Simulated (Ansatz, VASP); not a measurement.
## One calculation of KBr, two programs

Contents of INCAR:

```
PREC = Accurate ; ENCUT = 520
EDIFF = 1E-6 ; ISMEAR = -1
SIGMA = 0.05 ; LREAL = False
LASPH = True ; NELM = 60
ALGO = Fast ; ISIF = 2
LWAVE = False ; LCHARG = False
GGA = PE ; IBRION = 2
NSW = 60 ; EDIFFG = -0.01
```

The input KPOINTS:

```
Automatic mesh
0
Gamma
  7 7 7
```

File POSCAR:

```
KBr
1.0
    0.0000000000      3.3000000000      3.3000000000
    3.3000000000      0.0000000000      3.3000000000
    3.3000000000      3.3000000000      0.0000000000
Br K
1 1
Direct
    0.5000000000      0.5000000000      0.5000000000
    0.0000000000      0.0000000000      0.0000000000
```

File input.yaml:

```yaml
crystal:
  lattice:
    - [0.0, 3.3, 3.3]
    - [3.3, 0.0, 3.3]
    - [3.3, 3.3, 0.0]
  atoms:
    - { symbol: Br, position: [0.5, 0.5, 0.5] }
    - { symbol: K, position: [0.0, 0.0, 0.0] }
hamiltonian:
  xc: pbe
  pseudopotentials: { kind: paw }
kpoints:
  mp_grid: { grid: [7, 7, 7] }
scf:
  occupations: { method: fermi_dirac, width: 0.05 }
output:
  forces: true
  stress: true
  eigenvalues: true
relax:
  f_tol: 0.01
  max_steps: 40
```

Change from the starting cell: strain = 0.0.

Alike in both runs: task relaxation of the atoms; functional PBE; k mesh 7 × 7 × 7; occupations fermi-dirac, width 0.05 eV; no spin polarisation.

```csv
,VASP,Ansatz
version,VASP 6.6.1,Ansatz 0.2.0
potentials or method,"VASP PAW PBE potentials, release 64 (Br, K_sv)",Ansatz PAW
plane-wave cutoff (eV),520,420
valence electrons in the cell,16,16
```

|  | VASP | Ansatz | Ansatz less VASP |
| --- | --- | --- | --- |
| gap on the k mesh at the Fermi level, each at its own relaxed structure (eV) | 4.44 | 4.44 | 0.000 |

Caveats: the relaxation stopped at its first step, so nothing moved; an odd mesh through Γ misses points on the zone boundary, where band edges often lie (VASP); odd divisions of the mesh miss points on the zone boundary, where band edges often lie, so the gap on the mesh can be too wide (Ansatz).
